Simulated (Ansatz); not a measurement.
TiPbO3, DFT, PBE, all-electron PAW with datasets made for the crystal, scalar-relativistic (Ansatz 0.2.0), run on 2 threads of Intel(R) Xeon(R) 6975P-C (Granite Rapids) on a shared host.

The cell comes from COD entry 2107521, which wasn't checked; take it as a given geometry. The listed cell was then made from it by scaling, straining or moving an atom.

Command: `ansatz run input.yaml --threads 2 --pin off --max-ram 8192MiB --backend cpu --events-out ev --progress --plain --runs-dir out`

```yaml
crystal:
  lattice:
    - [3.860208, 0.0, 0.0]
    - [0.0, 3.860208, 0.0]
    - [0.0, 0.0, 4.1499]
  atoms:
    - { symbol: Ti, position: [0.5, 0.5, 0.5382] }
    - { symbol: Pb, position: [0.0, 0.0, 0.0] }
    - { symbol: O, position: [0.5, 0.5, 0.113] }
    - { symbol: O, position: [0.5, 0.0, 0.615] }
    - { symbol: O, position: [0.0, 0.5, 0.615] }
kpoints:
  mp_grid: { grid: [9, 9, 8] }
scf:
  occupations: { method: fermi_dirac, width: 0.03 }
hamiltonian:
  xc: pbe
  pseudopotentials: { kind: all_electron, datasets: crystal }
output:
  forces: true
  stress: true
  eigenvalues: true
  efg: { contact_densities: true }
```

Problem. How large is the problem that the program sets up?

Solution. 75 irreducible k-points, 1775 plane waves at Γ, 27 bands.

Problem. About how long does it take, and how much memory does it use?

Solution. 23 s of wall time for 11 SCF iterations, with a peak of 1.3 GiB. Times on shared machines scatter by tens of per cent.

Problem. And the same cell and mesh by PAW (frozen-core files), asked for forces, stress, eigenvalues, efg, write_density, write_potential, elf, on the same hardware?

Solution. 5.1 s, peak memory 0.58 GiB.
